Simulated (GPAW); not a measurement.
# InAs (F-43m) in GPAW: settings compared

The runs below take InAs through single point, with PBE, LDA.

Program: GPAW 26.7.0. These are calculated values, not measurements. Logs are shortened: lines on timing, memory, paths and dates and some standing lists are left out, and cuts for length are marked. The log counts tension as positive stress, the text compression.

**The experiment to reproduce.**

From a printed reference work, data compilation, for a bulk crystal of InAs at 4.2 K: band gap 0.418 eV (direct).

How close the calculation comes is told below.

### Step 1. Starting point

The structure is cubic, space group F-43m (No. 216). Conventional cell: a = 6.036 Å, b = 6.036 Å, c = 6.036 Å, α = 90.00°, β = 90.00°, γ = 90.00°. Around In (site symmetry -43m) lie 4 As at 2.61 Å. As (site symmetry -43m) has 4 In at 2.61 Å as nearest neighbours.

### Step 2. Single point, PBE

run.py

```python
from ase.dft.bandgap import bandgap
from ase.io import read, write
from ase.units import GPa
from gpaw import GPAW, PW

atoms = read('POSCAR')

calc = GPAW(mode=PW(500),
            xc='PBE',
            kpts={'size': (6, 6, 6), 'gamma': True},
            occupations={'name': 'fermi-dirac', 'width': 0.05},
            nbands=18,
            convergence={'density': 1e-05, 'energy': 1e-05},
            maxiter=80,
            txt='gpaw.txt')
atoms.calc = calc
energy = atoms.get_potential_energy()
forces = atoms.get_forces()
stress = atoms.get_stress()
calc.write('gs.gpw')
write('result.traj', atoms)
print(f'Energy: {energy:.6f} eV')
print('Forces (eV/A):')
print(forces.round(4))
print('Stress (GPa):', (stress / GPa).round(3))
print('Fermi level:', round(calc.get_fermi_level(), 4), 'eV')
print(f'Gap: {bandgap(calc)[0]:.4f} eV, direct: {bandgap(calc, direct=True)[0]:.4f} eV')
```

POSCAR

```
InAs
1.0
    0.0000000000      3.0180000000      3.0180000000
    3.0180000000      0.0000000000      3.0180000000
    3.0180000000      3.0180000000      0.0000000000
In As
1 1
Direct
    0.0000000000      0.0000000000      0.0000000000
    0.7500000000      0.7500000000      0.7500000000
```

Potentials or basis: GPAW PAW data sets (gpaw-data 1.2.1), pw.

Run with:

```sh
> OMP_NUM_THREADS=1 python run.py
```

gpaw.txt:

```text
__  _  _
 | _ |_)|_||  |
 |__||  | ||/\| - 26.7.0

Input parameters:
  mode=PW(ecut=500.0),
  convergence={'density': 1e-05, 'energy': 1e-05},
  kpts=MonkhorstPack(size=(6, 6, 6), gamma=True),
  maxiter=80,
  nbands=18,
  occupations=Occupations(name='fermi-dirac', width=0.05),
  xc=XC(name='PBE')

Diagonalizing LCAO Hamiltonian
Converting LCAO to pw mode

                     As

       In

Atoms  # Å, Bohr magnetons
|   | symbol |        x |        y |        z |    initial magnetic moments |
|---|--------|----------|----------|----------|-----------------------------|
| 0 |     In | 0.000000 | 0.000000 | 0.000000 | ( 0.0000,  0.0000,  0.0000) |
| 1 |     As | 4.527000 | 4.527000 | 4.527000 | ( 0.0000,  0.0000,  0.0000) |

Unit cell  # Å
| periodic |        x |        y |        z |  lengths |    angles |
|----------|----------|----------|----------|----------|-----------|
|      yes | 0.000000 | 3.018000 | 3.018000 | 4.268097 | 60.000000 |
|      yes | 3.018000 | 0.000000 | 3.018000 | 4.268097 | 60.000000 |
|      yes | 3.018000 | 3.018000 | 0.000000 | 4.268097 | 60.000000 |

Number of symmetries: 24
Symmetry operations  # r_c * U_cc + t_c -> r_c
|    | kind |            matrix            |
|----|------|------------------------------|
|  0 |  E   |  1, 0, 0,  0, 1, 0,  0, 0, 1 |
|  1 |  σ   |  1, 0, 0,  0, 0, 1,  0, 1, 0 |
|  2 |  σ   |  1, 0,-1,  0, 1,-1,  0, 0,-1 |
|  3 |  C3  |  1, 0,-1,  0, 0,-1,  0, 1,-1 |
|  4 |  C3  |  1,-1, 0,  0,-1, 1,  0,-1, 0 |
|  5 |  σ   |  1,-1, 0,  0,-1, 0,  0,-1, 1 |
|  6 |  σ   |  0, 1, 0,  1, 0, 0,  0, 0, 1 |
|  7 |  C3  |  0, 1, 0,  0, 0, 1,  1, 0, 0 |
|  8 |  C2  |  0, 1,-1,  1, 0,-1,  0, 0,-1 |
|  9 |  S4  |  0, 1,-1,  0, 0,-1,  1, 0,-1 |
| 10 |  C3  |  0, 0, 1,  1, 0, 0,  0, 1, 0 |
| 11 |  σ   |  0, 0, 1,  0, 1, 0,  1, 0, 0 |
| 12 |  S4  |  0, 0,-1,  1, 0,-1,  0, 1,-1 |
| 13 |  C3  |  0, 0,-1,  0, 1,-1,  1, 0,-1 |
| 14 |  S4  |  0,-1, 1,  1,-1, 0,  0,-1, 0 |
| 15 |  C2  |  0,-1, 1,  0,-1, 0,  1,-1, 0 |
| 16 |  C3  |  0,-1, 0,  1,-1, 0,  0,-1, 1 |
| 17 |  S4  |  0,-1, 0,  0,-1, 1,  1,-1, 0 |
| 18 |  S4  | -1, 1, 0, -1, 0, 1, -1, 0, 0 |
| 19 |  C3  | -1, 1, 0, -1, 0, 0, -1, 0, 1 |
| 20 |  C3  | -1, 0, 1, -1, 1, 0, -1, 0, 0 |
| 21 |  S4  | -1, 0, 1, -1, 0, 0, -1, 1, 0 |
| 22 |  σ   | -1, 0, 0, -1, 1, 0, -1, 0, 1 |
| 23 |  C2  | -1, 0, 0, -1, 0, 1, -1, 1, 0 |

BZ-sampling:
  Number of BZ points: 216
  Number of IBZ points: 16

  Monkhorst-Pack size: [6, 6, 6]
  Monkhorst-Pack shift: [0.08333333333333333, 0.08333333333333333, 0.08333333333333333]

K-points  # in reciprocal-cell coordinates
|     |                                coordinates |     weight |
|-----|--------------------------------------------|------------|
|   0 | (  0.00000000,   0.00000000,   0.00000000) | 0.00462963 |
|   1 | (  0.16666667,   0.16666667,   0.00000000) | 0.02777778 |
|   2 | (  0.16666667,   0.16666667,   0.16666667) | 0.03703704 |
|   3 | (  0.33333333,   0.16666667,   0.16666667) | 0.05555556 |
|   4 | (  0.33333333,   0.33333333,  -0.33333333) | 0.05555556 |
|   5 | (  0.33333333,   0.33333333,   0.00000000) | 0.02777778 |
|   6 | (  0.33333333,   0.33333333,   0.16666667) | 0.11111111 |
|   7 | (  0.33333333,   0.33333333,   0.33333333) | 0.03703704 |
|   8 | (  0.50000000,   0.33333333,  -0.33333333) | 0.11111111 |
|   9 | (  0.50000000,   0.33333333,  -0.16666667) | 0.05555556 |
| ... |                                            |            |
|  15 | (  0.50000000,   0.50000000,   0.50000000) | 0.01851852 |

Plane wave coefficients: 1411
Cutoff: 500.0 eV

Spin-components: 1 (collinear spins)
Bands:           18
Projectors:      11
Spin-degeneracy: 2
Datatype:        complex128

Density:
  Valence electrons: 18.0
  Components: 1
  Grid points: [24 24 24]
  Charge: 0.0  # |e|

Potential:
  Grid points: [24 24 24]

species:
  In:
    name:    Indium
    Z:       49.0
    valence: 13
    core:    36
    charge:  0.0  # [|e|]
    compensation charges:
      type: gauss
      rc: 0.36  # [Å]
      lmax: 2
    cutoffs:
      filter: 2.09  # [Å]
      core: 2.48  # [Å]
    projectors
    | kind |    occ | energy [eV] | rcut [Å] |
    |------|--------|-------------|----------|
    |   5s |  2.000 |      -8.203 |    1.185 |
    |   5p |  1.000 |      -2.521 |    1.244 |
    |   4d | 10.000 |     -18.629 |    1.148 |
    |    s |        |      19.008 |    1.185 |
    |    p |        |      24.691 |    1.244 |
    |    d |        |       8.583 |    1.148 |

    Using partial waves for In as LCAO basis

  As:
    name:    Arsenic
    Z:       33.0
    valence: 5
    core:    28
    charge:  0.0  # [|e|]
    compensation charges:
      type: gauss
      rc: 0.33  # [Å]
      lmax: 2
    cutoffs:
      filter: 1.87  # [Å]
      core: 2.96  # [Å]
    projectors
    | kind |    occ | energy [eV] | rcut [Å] |
    |------|--------|-------------|----------|
    |   4s |  2.000 |     -14.487 |    1.058 |
    |   4p |  3.000 |      -5.196 |    1.058 |
    |    s |        |      12.725 |    1.058 |
    |    p |        |      22.016 |    1.058 |
    |    d |        |       0.000 |    1.058 |

    Using partial waves for As as LCAO basis

Reference energy: -221478.393260  # eV

eigensolver:
  PPCG
  Converge bands: occupied
  niter=2

density mixing:
  MSR1-Mixer
  Pratt-step length: 0.05
  Maximum mixing coefficient: 0.75
  Old densities: 10
  SVD Regularization: 0.005
  Good broyden scale: 1.0
  Trust region scale: 1.0
  Backstep threshold: 4.0
  History deletion threshold: 6.0
  Fourier metric: weight=20.0, sigma=0.015

occupation numbers:
  Fermi-Dirac:
    width: 0.0500  # eV

poisson solver:
  ecut: 4000.0  # eV

xc functional:
  name: PBE with 2 nearest neighbor stencil

convergence criteria:
- Maximum integral of absolute [dens]ity change: 1e-05 electrons / valence electron
- Maximum [total energy] change in last 3 cyles: 1e-05 eV / valence electron
- Maximum integral of absolute [eigenst]ate change: 4e-08 eV^2 / valence electron
maximum number of iterations: 80

SCF iterations
|iter     | |      energy | eigst |  dens |
|---------|-|-------------|-------|-------|
|iter:   1| |   -8.092192 | -0.44 |       |
|iter:   2| |   -8.046400 | -2.42 | -1.17 |
|iter:   3| |   -7.872357 | -1.96 | -1.21 |
|iter:   4| |   -7.873398 | -3.37 | -1.80 |
|iter:   5| |   -7.873491 | -4.14 | -2.32 |
|iter:   6| |   -7.873520c| -5.60 | -3.13 |
|iter:   7| |   -7.873523c| -6.63 | -3.57 |
|iter:   8| |   -7.873522c| -8.13c| -4.63 |
|iter:   9| |   -7.873523c| -8.43c| -5.38c|

Converged in 9 steps
Energy contributions relative to reference atoms: (reference = -221478.393260)

Energy contributions:
  Kinetic:          27.195398
  Coulomb:         -24.893083
  Zero:              0.162290
  External:          0.000000
  Xc:              -10.337645
  Entropy:          -0.000966
  Spinorbit:         0.000000
  ----------------------------
  Free energy:      -7.874006
  Extrapolated:     -7.873523

dipole moment: (-17.118417, -17.118417, -17.118417)  # |e|*Ang

Fermi level: 4.947
Eigenvalues  # (at kpt = [0.000, 0.000, 0.000])
| band index |      eig [eV] | occ [0-2] |
|------------|---------------|-----------|
|          0 |        -9.406 |     2.000 |
|        ... |               |           |
|          2 |        -9.406 |     2.000 |
|          3 |        -9.277 |     2.000 |
|          4 |        -9.277 |     2.000 |
|          5 |        -6.986 |     2.000 |
|          6 |         4.747 |     1.964 |
|          7 |         4.910 |     1.354 |
|          8 |         4.910 |     1.354 |
|          9 |         4.910 |     1.354 |
|         10 |         8.798 |     0.000 |
|         11 |         8.798 |     0.000 |
|         12 |         8.798 |     0.000 |
|         13 |        12.473 |     0.000 |
|         14 |        14.641 |     0.000 |
|         15 |        14.641 |     0.000 |
|         16 |        15.401 |     0.000 |
|         17 |        15.401 |     0.000 |

No gap
No difference between direct/indirect transitions

Forces  # eV/Ang
|        x |       y |       z |
|----------|---------|---------|
|  0.00000 | 0.00000 | 0.00000 |  # In   0
| -0.00000 | 0.00000 | 0.00000 |  # As   1

Stress tensor  # eV/Ang^3
|         x |         y |         z |
|-----------|-----------|-----------|
| -0.023264 | -0.000000 | -0.000000 |
| -0.000000 | -0.023264 |  0.000000 |
| -0.000000 |  0.000000 | -0.023264 |

# Writing to gs.gpw (mode='')
```

Run time: 7.9 s. Hardware: 1 thread of Arm Neoverse V2, shared host; peak memory 0.15 GiB.

What came out:

```
Free energy            : -7.8740 eV
Pressure               : 3.7 GPa
Band gap on the k mesh : none (metal or under the smearing width)
```

Caveat: the cutoff is short for stress and forces, so pressures can be off by a GPa or more; this crystal is a semiconductor, whose small gap the functional closes, so the metal is an error of the method.

### Step 3. Single point, LDA

run.py, as its differences from that of step 2:

```diff
@@ -1,3 +1,4 @@
+from ase import Atoms
 from ase.dft.bandgap import bandgap
-from ase.io import read, write
+from ase.io import write
 from ase.units import GPa
@@ -5,6 +6,12 @@
 
-atoms = read('POSCAR')
+atoms = Atoms(['In', 'As'],
+              cell=[[0.0, 3.018, 3.018],
+                    [3.018, 0.0, 3.018],
+                    [3.018, 3.018, 0.0]],
+              scaled_positions=[[0.0, 0.0, 0.0],
+                                [0.75, 0.75, 0.75]],
+              pbc=True)
 
-calc = GPAW(mode=PW(500),
-            xc='PBE',
+calc = GPAW(mode=PW(450),
+            xc='LDA',
             kpts={'size': (6, 6, 6), 'gamma': True},
```

Potentials or basis: the program's PAW data sets (release 1.2.1) made for this functional, pw.

Run with:

```sh
> OMP_NUM_THREADS=1 python run.py
```

Run time: 6.4 s. Hardware: 1 thread of Arm Neoverse V2, shared host; peak memory 0.13 GiB.

It converged, with:

- Free energy: -9.2028 eV
- Pressure: -1.5 GPa
- Band gap on the k mesh: none (metal or under the smearing width)

Levels at points of the mesh, in eV from the Fermi level:
```
           k point  band 7  band 8  band 9  band 10  band 11  band 12
(0.00, 0.00, 0.00)   -0.44   -0.04   -0.04    -0.04     3.77     3.77
(0.50, 0.50, 0.00)   -5.99   -2.41   -2.41     1.37     1.92     8.99
(0.50, 0.50, 0.50)   -5.92   -1.05   -1.05     0.76     4.57     4.57
```

Caveat: the cutoff is short for stress and forces, so pressures can be off by a GPa or more; this crystal is a semiconductor, whose small gap the functional closes, so the metal is an error of the method.

### Step 4. Single point, PBE

run.py, as its differences from that of step 3:

```diff
@@ -1,4 +1,3 @@
-from ase import Atoms
 from ase.dft.bandgap import bandgap
-from ase.io import write
+from ase.io import read, write
 from ase.units import GPa
@@ -6,12 +5,6 @@
 
-atoms = Atoms(['In', 'As'],
-              cell=[[0.0, 3.018, 3.018],
-                    [3.018, 0.0, 3.018],
-                    [3.018, 3.018, 0.0]],
-              scaled_positions=[[0.0, 0.0, 0.0],
-                                [0.75, 0.75, 0.75]],
-              pbc=True)
+atoms = read('POSCAR')
 
 calc = GPAW(mode=PW(450),
-            xc='LDA',
+            xc='PBE',
             kpts={'size': (6, 6, 6), 'gamma': True},
```

POSCAR is that of step 2.

Potentials or basis: GPAW PAW data sets (gpaw-data 1.2.1), pw.

Run with:

```sh
> OMP_NUM_THREADS=1 python run.py
```

It took 8.1 s on 1 thread of Intel Xeon Platinum 8488C (Sapphire Rapids), shared host; peak memory 0.14 GiB.

The run converged. Its results:

| Quantity | Value |
| --- | --- |
| Free energy | -7.8367 eV |
| Pressure | 3.1 GPa |
| Band gap on the k mesh | none (metal or under the smearing width) |

Levels at points of the mesh, in eV from the Fermi level:
```
           k point  band 7  band 8  band 9  band 10  band 11  band 12
(0.00, 0.00, 0.00)   -0.20   -0.04   -0.04    -0.04     3.85     3.85
(0.50, 0.50, 0.00)   -5.90   -2.39   -2.39     1.50     2.03     9.19
(0.50, 0.50, 0.50)   -5.83   -1.04   -1.04     0.93     4.64     4.64
```

Caveat: the cutoff is short for stress and forces, so pressures can be off by a GPa or more; this crystal is a semiconductor, whose small gap the functional closes, so the metal is an error of the method.

### Step 5. Summary

| level | potentials or basis | cutoff (eV) | gap on the mesh (eV) | pressure (GPa) |
| --- | --- | --- | --- | --- |
| PBE | GPAW PAW data sets (gpaw-data 1.2.1), pw | 500 | none | 3.7 |
| LDA | the program's PAW data sets (release 1.2.1) made for this functional, pw | 450 | none | -1.5 |
| PBE | GPAW PAW data sets (gpaw-data 1.2.1), pw | 450 | none | 3.1 |

Alike in all rows: task single point; no spin polarisation; cell as given; k mesh 6 × 6 × 6; smearing fermi-dirac 0.05 eV.

Caveats: the cutoff is short for stress and forces, so pressures can be off by a GPa or more; this crystal is a semiconductor, whose small gap the functional closes, so the metal is an error of the method.

Total energies depend on the potentials used, so only differences within one code and one set of settings carry meaning.

### Step 6. Against experiment

Step 2. Against the measured gap of InAs, 0.418 eV (direct; 4.2 K; a printed reference work, data compilation), the calculated 0.00 eV is off by -0.42 eV. Spin-orbit coupling on As, In is left out. The value is that of PBE on a finite k mesh, which can miss the band edges, without temperature or zero-point motion. Semilocal functionals fall short of measured gaps as a rule.

Step 3. Against the measured gap of InAs, 0.418 eV (direct; 4.2 K; a printed reference work, data compilation), the calculated 0.00 eV is off by -0.42 eV. Spin-orbit coupling on As, In is left out. The value is that of LDA on a finite k mesh, which can miss the band edges, without temperature or zero-point motion. Semilocal functionals fall short of measured gaps as a rule.

Step 4. Against the measured gap of InAs, 0.418 eV (direct; 4.2 K; a printed reference work, data compilation), the calculated 0.00 eV is off by -0.42 eV. Spin-orbit coupling on As, In is left out. The value is that of PBE on a finite k mesh, which can miss the band edges, without temperature or zero-point motion. Semilocal functionals fall short of measured gaps as a rule.
